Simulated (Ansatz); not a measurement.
**Migration of O in Si**

All numbers below come from DFT PBEsol, scalar-relativistic, plane waves, PAW (Ansatz 0.2.0). (420 eV cutoff, 2×2×2 k-mesh, shifted by half a step, Gaussian smearing of 0.02 eV, no spin polarisation)

In a supercell of 32 host sites, interstitial O hops to an equivalent place, moving 0.82 Å between the relaxed ends. Climbing-image nudged elastic band at fixed cell with images 0 (start) to 6 (end), the path measured over all atoms, converged to 0.05 eV/Å; the order of the saddle wasn't checked, and the small cell leaves errors of about a tenth of an eV.

Command:

```bash
ansatz run input.yaml --threads 8 --pin off --max-ram 20480MiB --backend cpu --events-out ev --progress --plain --runs-dir out
```

Input:

```yaml
crystal:
  lattice:
    - [-5.4338342764, 5.4338342764, -5.4338342764]
    - [5.4338342764, -5.4338342764, -5.4338342764]
    - [-5.4338342764, -5.4338342764, 5.4338342764]
  atoms:
    - { symbol: Si, position: [0.5010403178, 0.0010403048, 0.2475627706] }
    - { symbol: Si, position: [0.2475787904, 1.0010564334, 0.5011204345] }
    - { symbol: Si, position: [0.9991018012, 1.0052152915, 0.7894274202] }
    - { symbol: Si, position: [0.7521947834, 0.7537165671, 0.2542155728] }
    - { symbol: Si, position: [0.7896198194, 1.0052798543, 0.9991452807] }
    - { symbol: Si, position: [0.4790873012, 0.7281406783, 0.4790717276] }
    - { symbol: Si, position: [0.2542069717, 0.7537333517, 0.7522370355] }
    - { symbol: Si, position: [-0.0011281862, 0.4984495474, 0.254564324] }
    - { symbol: Si, position: [1.0001170631, 0.733936796, 1.0001284839] }
    - { symbol: Si, position: [0.7472256058, 0.5006474557, 0.499547796] }
    - { symbol: Si, position: [0.4995419009, 0.5006687758, 0.7472740841] }
    - { symbol: Si, position: [0.2181088917, 0.2245543045, 0.2181489559] }
    - { symbol: Si, position: [0.2544862297, 0.4983854842, -0.0011394502] }
    - { symbol: Si, position: [0.9995445791, 0.249761799, 0.5186000575] }
    - { symbol: Si, position: [0.7450031464, 0.2443739842, 0.7449878893] }
    - { symbol: Si, position: [0.5185752152, 0.2497218292, -0.0004519087] }
    - { symbol: Si, position: [0.7467828758, 0.251422021, 0.5002034311] }
    - { symbol: Si, position: [0.5002449881, 0.2514507334, 0.7468343223] }
    - { symbol: Si, position: [0.2774659838, 0.2596115467, 0.0009415669] }
    - { symbol: Si, position: [-0.0001170631, -0.00068299, 0.5144649526] }
    - { symbol: Si, position: [0.0009690988, 0.2596832057, 0.2775316355] }
    - { symbol: Si, position: [0.7187849843, -0.019717117, 0.7187768723] }
    - { symbol: Si, position: [0.5144689247, -0.0007368121, -0.0001284839] }
    - { symbol: Si, position: [0.2457846583, 0.7502597717, 0.4989954331] }
    - { symbol: Si, position: [0.2453987485, -0.0057772047, 0.245448353] }
    - { symbol: Si, position: [0.0003580888, 0.7466003184, 0.7538989069] }
    - { symbol: Si, position: [0.7539049639, 0.7466017525, 0.0003797657] }
    - { symbol: Si, position: [0.4863005261, 0.4831957588, 0.4863209384] }
    - { symbol: Si, position: [0.4989322552, 0.750238201, 0.2457382007] }
    - { symbol: Si, position: [0.2531489527, 0.5043092166, 0.7526921997] }
    - { symbol: Si, position: [0.000291186, 0.4845539293, 0.000334434] }
    - { symbol: Si, position: [0.7526570393, 0.5042891233, 0.2531673993] }
    - { symbol: O, position: [-0.0021209031, 0.0800089653, -0.002117296] }
basis:
  ecutwfc: 420
  xc_grid: 2
kpoints:
  mp_grid: { grid: [2, 2, 2], shift: [0.5, 0.5, 0.5] }
hamiltonian:
  xc: pbesol
scf:
  occupations: { method: gaussian, width: 0.02 }
output:
  forces: true
neb:
  images: 5
  f_tol: 0.05
  max_iterations: 70
  order_check: false
  final_atoms:
    - { symbol: Si, position: [0.4989322552, -0.0013059458, 0.2531940545] }
    - { symbol: Si, position: [0.2531489527, 0.9988397362, 0.500456753] }
    - { symbol: Si, position: [1.0009690988, 0.9912858931, 0.7234374633] }
    - { symbol: Si, position: [0.7467828758, 0.7453608548, 0.2465794447] }
    - { symbol: Si, position: [0.7187849843, 0.9885021013, 1.000008112] }
    - { symbol: Si, position: [0.5144689247, 0.7652057368, 0.5145974086] }
    - { symbol: Si, position: [0.2457846583, 0.7455248866, 0.7467892252] }
    - { symbol: Si, position: [0.0003580888, 0.5037577703, 0.2464591818] }
    - { symbol: Si, position: [1.000291186, 0.7657372567, 0.9999567521] }
    - { symbol: Si, position: [0.7526570393, 0.498367916, 0.49948964] }
    - { symbol: Si, position: [0.5002449881, 0.4987942546, 0.7534106658] }
    - { symbol: Si, position: [0.2774659838, 0.2678544371, 0.2765244169] }
    - { symbol: Si, position: [0.2453987485, 0.5011759532, -4.96045e-05] }
    - { symbol: Si, position: [0.9998829369, 0.2505659269, 0.4854179843] }
    - { symbol: Si, position: [0.7539049639, 0.2573032114, 0.7535251982] }
    - { symbol: Si, position: [0.4863005261, 0.2531047673, -2.04123e-05] }
    - { symbol: Si, position: [0.7521947834, 0.2484782162, 0.4979792106] }
    - { symbol: Si, position: [0.4995419009, 0.248873125, 0.7522678168] }
    - { symbol: Si, position: [0.2181088917, 0.2435545873, -4.00642e-05] }
    - { symbol: Si, position: [-0.0004554209, -0.0002172199, 0.4809445216] }
    - { symbol: Si, position: [-0.0008981988, 0.2438865098, 0.2096743811] }
    - { symbol: Si, position: [0.7896198194, 0.0343399651, 0.7904745387] }
    - { symbol: Si, position: [0.4790873012, 0.0009466229, 1.55736e-05] }
    - { symbol: Si, position: [0.2542069717, 0.7504736199, 0.5019699362] }
    - { symbol: Si, position: [0.2544862297, 0.0061007455, 0.2556256799] }
    - { symbol: Si, position: [-0.0011281862, 0.7504222665, 0.7443074898] }
    - { symbol: Si, position: [0.7450031464, 0.7506291622, 1.52571e-05] }
    - { symbol: Si, position: [0.5185752152, 0.518853386, 0.5190271239] }
    - { symbol: Si, position: [0.5010403178, 0.750000013, 0.2534775472] }
    - { symbol: Si, position: [0.2475787904, 0.496522357, 0.7464583559] }
    - { symbol: Si, position: [0.0001170631, 0.5161802671, -1.14208e-05] }
    - { symbol: Si, position: [0.7472256058, 0.4965781501, 0.2476778097] }
    - { symbol: O, position: [-0.0021209031, 0.1678701317, -3.6071e-06] }
```

Course of the band:

```tsv
iteration	largest band force (eV/Å)	climbing image	energies over image 0 (eV)
1	0.436	3	0.000 0.144 0.373 0.475 0.373 0.144 0.000
2	0.179	3	0.000 0.112 0.311 0.400 0.311 0.112 0.000
3	0.196	3	0.000 0.106 0.300 0.386 0.300 0.106 0.000
4	0.237	3	0.000 0.099 0.292 0.382 0.292 0.099 0.000
5	0.298	3	0.000 0.085 0.278 0.373 0.278 0.085 0.000
6	0.434	3	0.000 0.064 0.248 0.348 0.248 0.064 0.000
7	0.644	3	0.000 0.038 0.165 0.275 0.165 0.038 0.000
8	0.812	3	0.000 0.034 0.082 0.182 0.082 0.034 0.000
9	1.300	1	0.000 0.029 -0.257 -0.041 -0.257 0.029 0.000
10	2.147	5	0.000 0.027 -0.896 -0.641 -0.926 0.038 0.000
35	0.170	5	0.000 -2.617 -2.628 -2.284 -2.642 0.027 0.000
36	0.190	5	0.000 -2.622 -2.624 -2.334 -2.642 0.027 0.000
37	0.231	5	0.000 -2.631 -2.609 -2.421 -2.641 0.027 0.000
38	0.232	5	0.000 -2.641 -2.563 -2.523 -2.640 0.027 0.000
39	0.369	5	0.000 -2.639 -2.485 -2.573 -2.641 0.027 0.000
40	0.117	5	0.000 -2.640 -2.509 -2.570 -2.642 0.027 0.000
41	0.152	5	0.000 -2.640 -2.519 -2.552 -2.642 0.027 0.000
42	0.064	5	0.000 -2.642 -2.565 -2.514 -2.642 0.027 0.000
43	0.089	5	0.000 -2.640 -2.543 -2.525 -2.642 0.027 0.000
44	0.049	5	0.000 -2.639 -2.525 -2.531 -2.642 0.027 0.000
```

Final band:

```tsv
image	path (Å)	E − E(0) (eV)	O x (Å)	O y (Å)	O z (Å)	force on O (eV/Å)
0	0.00	0.000	0.458	-0.435	-0.435	0.00
1	1.91	-2.639	1.691	0.398	-0.632	0.07
2	3.82	-2.525	1.583	-0.063	0.830	0.49
3	5.72	-2.531	2.364	-1.289	0.411	0.48
4	7.63	-2.642	1.072	-2.145	0.392	0.05
5	9.53	0.027	0.921	-0.921	-0.589	0.00
6	10.01	0.000	0.924	-0.924	-0.901	0.00
```

Barrier 0.03 eV. An image lies below the start, so the start isn't the lowest place along this path. It took 13 min on 8 threads of Intel(R) Xeon(R) 6975P-C (Granite Rapids), on a shared host, peak memory 3.9 GiB.